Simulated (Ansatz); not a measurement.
# Bi (R-3m) in Ansatz: equation of state

How stiff is Bi in PBEsol, and what volume does it want? The cell is scaled to several volumes.

Program: Ansatz 0.2.0. These are calculated values, not measurements. Logs are shortened: lines on timing, memory, paths and dates and some standing lists are left out, and cuts for length are marked.

## 1. The crystal as given

The structure is trigonal, space group R-3m (No. 166). The conventional cell has a = 4.535 Å, b = 4.535 Å, c = 11.814 Å, α = 90.00°, β = 90.00°, γ = 120.00°. Bi (site symmetry 3m) has 6 Bi at 3.06 to 3.52 Å as nearest neighbours.

## 2. Single point, PBEsol, 32.97 Å³/atom (volume scaled by 0.94)

input.yaml

```yaml
crystal:
  lattice:
    - [2.2212115015, 1.2824170583, 3.8576100961]
    - [-2.2212115015, 1.2824170583, 3.8576100961]
    - [0.0, -2.5648341167, 3.8576100961]
  atoms:
    - { symbol: Bi, position: [0.766, 0.766, 0.766] }
    - { symbol: Bi, position: [0.234, 0.234, 0.234] }
hamiltonian:
  xc: pbesol
  pseudopotentials: { kind: paw }
kpoints:
  mp_grid: { grid: [7, 7, 7] }
scf:
  occupations: { method: fermi_dirac, width: 0.05 }
output:
  forces: true
  stress: true
  eigenvalues: true
```

Potentials or basis: Ansatz PAW.

Launch:

```
ansatz run input.yaml --threads 2 --pin off --max-ram 5632MiB --backend cpu --events-out ev --progress --plain --runs-dir out
```

Log:

```text
Warning: RAYON_NUM_THREADS=2 ignored (pool sized by the plan → 2); use --threads N
Engine: ansatz 0.2.0, aarch64-unknown-linux-gnu
Pseudopotentials: kind: paw
Pseudopotential: Bi, paw, valence charge 15, recommended cutoff 420 eV (normal), Bi.paw.azcp
Functional definition: PBEsol
  exchange = pbesol_x
  correlation = pbesol_c
Crystal: 2 atoms, lattice volume = 65.931 Å³
Basis set: ecut = 420 eV, 1297 PW (Γ), exchange–correlation on 64×64×64 points (8 copies of the dense FFT grid, shifted against one another)
Bands: 19, of which v1, the nominal top of the filled ones, is band 15 counted from 1 (14 counted from 0)
Symmetry: 12 space group operations
Space group: R-3m (ITA 166), of the structure as read, at distance tolerance 4.0e-5 Å
k-points: 44 of 343
Non-local potential: Bi, projectors of the file, l = 0: 2, l = 1: 2, l = 2: 2, l = 3: 2
PAW form: soft (Blöchl's): semilocal exchange-correlation on the pseudo side does not see the compensation charge
PAW frozen core: Bi, regenerated for the run's functional, and the local potential with it (the file was generated under x = pbe(κ = 0.804, μ = 0.2195149727645171), c = pbe(β = 0.06672455060314922))
PAW one-centre angular grid: Bi, 590 points (default); XC on 64 Gauss nodes
Initial density: superposition of atomic densities (neutral atoms: chi_scale 0, normalization atom), corrected by the library's trained network
Initial wavefunctions: pseudopotential atomic-orbital guess
Functional: x = pbesol(κ = 0.804, μ = 0.12345679012345678), c = pbesol(β = 0.046)
SCF iter   1: F=—  HF=-24483.989255 eV  |F-HF|=—  |Δ(HF+E_count)|=         —  Δρ=1.68e-3  dr2=2.21e-3  ethr=1.77e-3  ⟨swp⟩=6.2  Hψ=4151  notcnv=0
preconditioner: auto → none  [insulator: Δε(μ)=0.292 eV  Ē_g=20.492 eV  σ=0.050 eV  W_gap=0.89  n_scr=14 (ndim 8)  ℏωp=25.0 eV  f_vac=0.001  D(μ)=0.11/eV (n_scr^D=0)  ε∞_Penn≈2.5]
SCF iter   2: F=—  HF=-24483.987974 eV  |F-HF|=—  |Δ(HF+E_count)|=   1.28e-3  Δρ=5.31e-4  dr2=1.70e-4  ethr=7.36e-6  ⟨swp⟩=2.4  Hψ=1872  notcnv=0
SCF iter   3: F=—  HF=-24483.987996 eV  |F-HF|=—  |Δ(HF+E_count)|=   2.15e-5  Δρ=1.81e-4  dr2=1.97e-5  ethr=5.67e-7  ⟨swp⟩=2.0  Hψ=1496  notcnv=0
SCF iter   4: F=—  HF=-24483.987991 eV  |F-HF|=—  |Δ(HF+E_count)|=   5.25e-6  Δρ=6.95e-5  dr2=1.94e-6  ethr=6.56e-8  ⟨swp⟩=2.0  Hψ=1495  notcnv=0
iter 5 did not close the SCF: its close was put off for the readings that it lacked (scf_convergence_deferred on its scf_iter line)
SCF iter   5: F=-24483.987992 eV  HF=-24483.987992 eV  |F-HF|=1.05e-8  |Δ(HF+E_count)|=   1.70e-6  Δρ=8.32e-6  dr2=2.32e-8  ethr=6.48e-9  ⟨swp⟩=3.0  Hψ=1501  notcnv=0
SCF iter   6: F=-24483.987992 eV  HF=-24483.987992 eV  |F-HF|=2.77e-9  |Δ(HF+E_count)|=   1.60e-9  Δρ=2.19e-6  dr2=2.87e-9  ethr=7.72e-11  ⟨swp⟩=3.0  Hψ=3285  notcnv=0
SCF 1 converged in 6 iterations: F = -24483.987992 eV  dr2 = 2.87e-9
SCF converged after 6 iterations
Free energy (F): -24483.987992 eV
Harris-Foulkes:  -24483.987992 eV  (|F-HF|=2.77e-9)
Internal energy: -24483.986758 eV  (E = F + TS)
E sigma→0 (E₀):  -24483.987375 eV
Entropy (-TS):   -0.001234 eV (-0.617 meV/atom)
Fermi energy:    10.460561 eV
--- Per-component energies (eV) ---
  E_band       = -194.874709
  E_kinetic    = 607.435767
  E_local      = -3023.325910  (includes V_loc(G=0)·N_el)
  E_nonlocal   = 1122.938686
  E_hartree    = 980.841483
  E_xc         = -301.140563
  E_vxc        = -289.157575  (∫ρ·V_xc dr)
  E_paw        = -21019.168282  (= ΣΔE_a)
  E_vpaw       = -574.444867  (= ΣTr[D̂ρ^β])
  E_aug_tail   = -0.000923  (compensation charges beyond the density's cutoff)
  E_ewald      = -2851.746520
  E_core_change = 0.179504  (= ΣΔE_core)
  E_smearing   = -0.001234  (= −TS)
  E_closure    = -0.000000  (closes the sum)
  Σ components = -24483.987992   (vs F -24483.987992, Δ=0.00e0)
--- Forces (eV/Å), atoms counted from 1 ---
  atom   1  Bi    -0.00000000     0.00000000    -0.43258668
  atom   2  Bi     0.00000000    -0.00000000     0.43258668
  max |Σ_I F_I| component: 1.85e-17 eV/Å
--- Stress (GPa, compression-positive) ---
        3.355295       0.000000      -0.000000
        0.000000       3.355295       0.000000
       -0.000000       0.000000       2.576680
  P = ⅓ Tr σ = 3.0958 GPa (30.958 kbar)
--- Band table (eV; the first three rows and the last of 44) ---
  k-point 0: bands = ["-12.4489", "-12.4489", "-12.2627", "-12.2627", "-12.2421", "-12.0307", "-12.0160", "-12.0160", "-11.8698", "-11.8698", "-2.9981", "3.3763", "8.9429", "9.2414", "9.2414", "13.1416", "13.6576", "13.6576", "16.1898"]
  k-point 1: bands = ["-12.4310", "-12.4261", "-12.2546", "-12.2484", "-12.2295", "-12.0429", "-12.0280", "-12.0235", "-11.8951", "-11.8890", "-2.7893", "2.8486", "9.0194", "9.2249", "9.2963", "12.6891", "12.9624", "13.1826", "15.4831"]
  k-point 2: bands = ["-12.3844", "-12.3621", "-12.2365", "-12.2100", "-12.1925", "-12.0840", "-12.0619", "-12.0400", "-11.9607", "-11.9378", "-2.1762", "1.6155", "9.0537", "9.2217", "9.5829", "11.4535", "12.0597", "12.2808", "15.9584"]
  k-point 43: bands = ["-12.3407", "-12.3406", "-12.2198", "-12.2110", "-12.1896", "-12.0775", "-12.0554", "-12.0509", "-11.9956", "-11.9901", "-1.4819", "0.5307", "7.6352", "9.2241", "9.6271", "11.7191", "12.0660", "13.8038", "17.0242"]
```

Wall time 1.6 s (2 threads of Arm Neoverse V2, shared host); peak memory 0.34 GiB.

Results:

* Free energy: -24483.9880 eV
* Pressure: 3.1 GPa
* Largest force: 0.433 eV/Å
* Band gap on the k mesh: 0.29 eV, indirect (least direct gap 0.56 eV)

Caveat: odd divisions of the mesh miss points on the zone boundary, where band edges often lie, so the gap on the mesh can be too wide; spin-orbit coupling is left out, which as a rule narrows the gap of such compounds by several tenths of an eV; the PAW data sets come from PBE, with cores solved anew for the run's functional, which leaves a small shift of forces and pressure.

## 3. Single point, PBEsol, 33.67 Å³/atom (volume scaled by 0.96)

Changes to input.yaml since step 2:

```diff
@@ -2,5 +2,5 @@
   lattice:
-    - [2.2212115015, 1.2824170583, 3.8576100961]
-    - [-2.2212115015, 1.2824170583, 3.8576100961]
-    - [0.0, -2.5648341167, 3.8576100961]
+    - [2.2368543514, 1.2914484619, 3.8847772595]
+    - [-2.2368543514, 1.2914484619, 3.8847772595]
+    - [0.0, -2.5828969239, 3.8847772595]
   atoms:
```

Potentials or basis: Ansatz PAW.

Launch:

```
ansatz run input.yaml --threads 2 --pin off --max-ram 5632MiB --backend cpu --events-out ev --progress --plain --runs-dir out
```

It took 1.6 s on 2 threads of Arm Neoverse V2, shared host; peak memory 0.34 GiB.

It converged, with:

- Free energy: -24484.0094 eV
- Pressure: 1.8 GPa
- Largest force: 0.324 eV/Å
- Band gap on the k mesh: 0.28 eV, indirect (least direct gap 0.54 eV)

Caveat: odd divisions of the mesh miss points on the zone boundary, where band edges often lie, so the gap on the mesh can be too wide; spin-orbit coupling is left out, which as a rule narrows the gap of such compounds by several tenths of an eV; the PAW data sets come from PBE, with cores solved anew for the run's functional, which leaves a small shift of forces and pressure.

## 4. Single point, PBEsol, 34.37 Å³/atom (volume scaled by 0.98)

Changes to input.yaml since step 3:

```diff
@@ -2,5 +2,5 @@
   lattice:
-    - [2.2368543514, 1.2914484619, 3.8847772595]
-    - [-2.2368543514, 1.2914484619, 3.8847772595]
-    - [0.0, -2.5828969239, 3.8847772595]
+    - [2.2522814206, 1.3003552845, 3.9115696734]
+    - [-2.2522814206, 1.3003552845, 3.9115696734]
+    - [0.0, -2.600710569, 3.9115696734]
   atoms:
```

Launch:

```
ansatz run input.yaml --threads 2 --pin off --max-ram 5632MiB --backend cpu --events-out ev --progress --plain --runs-dir out
```

It took 1.6 s on 2 threads of Arm Neoverse V2, shared host; peak memory 0.34 GiB.

The run converged. Its results:

* Free energy: -24484.0201 eV
* Pressure: 0.7 GPa
* Largest force: 0.224 eV/Å
* Band gap on the k mesh: 0.27 eV, indirect (least direct gap 0.53 eV)

Caveat: odd divisions of the mesh miss points on the zone boundary, where band edges often lie, so the gap on the mesh can be too wide; spin-orbit coupling is left out, which as a rule narrows the gap of such compounds by several tenths of an eV; the PAW data sets come from PBE, with cores solved anew for the run's functional, which leaves a small shift of forces and pressure.

## 5. Single point, PBEsol, 35.07 Å³/atom

Changes to input.yaml since step 4:

```diff
@@ -2,5 +2,5 @@
   lattice:
-    - [2.2522814206, 1.3003552845, 3.9115696734]
-    - [-2.2522814206, 1.3003552845, 3.9115696734]
-    - [0.0, -2.600710569, 3.9115696734]
+    - [2.2675, 1.3091417354, 3.938]
+    - [-2.2675, 1.3091417354, 3.938]
+    - [0.0, -2.6182834708, 3.938]
   atoms:
@@ -19 +19,5 @@
   eigenvalues: true
+  write_density: true
+  write_potential: true
+  elf: true
+  volumetric_format: npy
```

Launch:

```
ansatz run input.yaml --threads 2 --pin off --max-ram 5632MiB --backend cpu --events-out ev --progress --plain --runs-dir out
```

It took 2.2 s on 2 threads of Arm Neoverse V2, shared host; peak memory 0.35 GiB.

It converged, with:

* Free energy: -24484.0214 eV
* Pressure: -0.4 GPa
* Largest force: 0.129 eV/Å
* Band gap on the k mesh: 0.26 eV, indirect (least direct gap 0.52 eV)

Caveat: odd divisions of the mesh miss points on the zone boundary, where band edges often lie, so the gap on the mesh can be too wide; spin-orbit coupling is left out, which as a rule narrows the gap of such compounds by several tenths of an eV; the PAW data sets come from PBE, with cores solved anew for the run's functional, which leaves a small shift of forces and pressure.

## 6. Single point, PBEsol, 35.77 Å³/atom (volume scaled by 1.02)

Changes to input.yaml since step 5:

```diff
@@ -2,5 +2,5 @@
   lattice:
-    - [2.2675, 1.3091417354, 3.938]
-    - [-2.2675, 1.3091417354, 3.938]
-    - [0.0, -2.6182834708, 3.938]
+    - [2.2825169939, 1.3178118009, 3.9640802302]
+    - [-2.2825169939, 1.3178118009, 3.9640802302]
+    - [0.0, -2.6356236018, 3.9640802302]
   atoms:
```

Potentials or basis: Ansatz PAW.

Launch:

```
ansatz run input.yaml --threads 2 --pin off --max-ram 5632MiB --backend cpu --events-out ev --progress --plain --runs-dir out
```

Wall time 2.2 s (2 threads of Arm Neoverse V2, shared host); peak memory 0.35 GiB.

It converged, with:

```yaml
Free_energy: -24484.0143 eV
Pressure: -1.3 GPa
Largest_force: 0.041 eV/Å
Band_gap_on_the_k_mesh: 0.25 eV, indirect (least direct gap 0.51 eV)
```

Caveat: odd divisions of the mesh miss points on the zone boundary, where band edges often lie, so the gap on the mesh can be too wide; spin-orbit coupling is left out, which as a rule narrows the gap of such compounds by several tenths of an eV; the PAW data sets come from PBE, with cores solved anew for the run's functional, which leaves a small shift of forces and pressure.

## 7. Single point, PBEsol, 36.47 Å³/atom (volume scaled by 1.04)

input.yaml

```yaml
crystal:
  lattice:
    - [2.2973389482, 1.3263692602, 3.9898217322]
    - [-2.2973389482, 1.3263692602, 3.9898217322]
    - [0.0, -2.6527385203, 3.9898217322]
  atoms:
    - { symbol: Bi, position: [0.766, 0.766, 0.766] }
    - { symbol: Bi, position: [0.234, 0.234, 0.234] }
hamiltonian:
  xc: pbesol
  pseudopotentials: { kind: paw }
kpoints:
  mp_grid: { grid: [7, 7, 7] }
scf:
  occupations: { method: fermi_dirac, width: 0.05 }
output:
  forces: true
  stress: true
  eigenvalues: true
```

Launch:

```
ansatz run input.yaml --threads 2 --pin off --max-ram 5632MiB --backend cpu --events-out ev --progress --plain --runs-dir out
```

Wall time 1.8 s (2 threads of Arm Neoverse V2, shared host); peak memory 0.36 GiB.

The run converged. Its results:

```yaml
Free_energy: -24483.9996 eV
Pressure: -2.1 GPa
Largest_force: 0.041 eV/Å
Band_gap_on_the_k_mesh: 0.24 eV, indirect (least direct gap 0.49 eV)
```

Caveat: odd divisions of the mesh miss points on the zone boundary, where band edges often lie, so the gap on the mesh can be too wide; spin-orbit coupling is left out, which as a rule narrows the gap of such compounds by several tenths of an eV; the PAW data sets come from PBE, with cores solved anew for the run's functional, which leaves a small shift of forces and pressure.

## 8. Single point, PBEsol, 37.17 Å³/atom (volume scaled by 1.06)

Changes to input.yaml since step 7:

```diff
@@ -2,5 +2,5 @@
   lattice:
-    - [2.2973389482, 1.3263692602, 3.9898217322]
-    - [-2.2973389482, 1.3263692602, 3.9898217322]
-    - [0.0, -2.6527385203, 3.9898217322]
+    - [2.3119720748, 1.3348176998, 4.0152352947]
+    - [-2.3119720748, 1.3348176998, 4.0152352947]
+    - [0.0, -2.6696353996, 4.0152352947]
   atoms:
```

Launch:

```
ansatz run input.yaml --threads 2 --pin off --max-ram 5632MiB --backend cpu --events-out ev --progress --plain --runs-dir out
```

Wall time 1.8 s (2 threads of Arm Neoverse V2, shared host); peak memory 0.36 GiB.

Results (log left out):

* Free energy: -24483.9782 eV
* Pressure: -2.8 GPa
* Largest force: 0.118 eV/Å
* Band gap on the k mesh: 0.24 eV, indirect (least direct gap 0.48 eV)

Caveat: odd divisions of the mesh miss points on the zone boundary, where band edges often lie, so the gap on the mesh can be too wide; spin-orbit coupling is left out, which as a rule narrows the gap of such compounds by several tenths of an eV; the PAW data sets come from PBE, with cores solved anew for the run's functional, which leaves a small shift of forces and pressure.

## 9. Equation of state, PBEsol

Potentials or basis: Ansatz PAW.

No new run: the results of the series are fitted here.

Results:

* Equilibrium volume: 34.82 Å³/atom
* Bulk modulus at fixed shape and positions: 50 GPa
* Pressure derivative of the bulk modulus: 4.7

Energy against volume, from the lowest point:
| volume (Å³/atom) | energy (meV/atom) |
| --- | --- |
| 32.965 | 16.73 |
| 33.667 | 6.03 |
| 34.368 | 0.65 |
| 35.070 | 0.00 |
| 35.771 | 3.57 |
| 36.472 | 10.91 |
| 37.174 | 21.61 |

Caveat: the cell was scaled at fixed shape and fractional positions, which overstates the stiffness of a crystal with free parameters, most of all of layers and chains; spin-orbit coupling is left out, which moves the levels of the heavy elements.
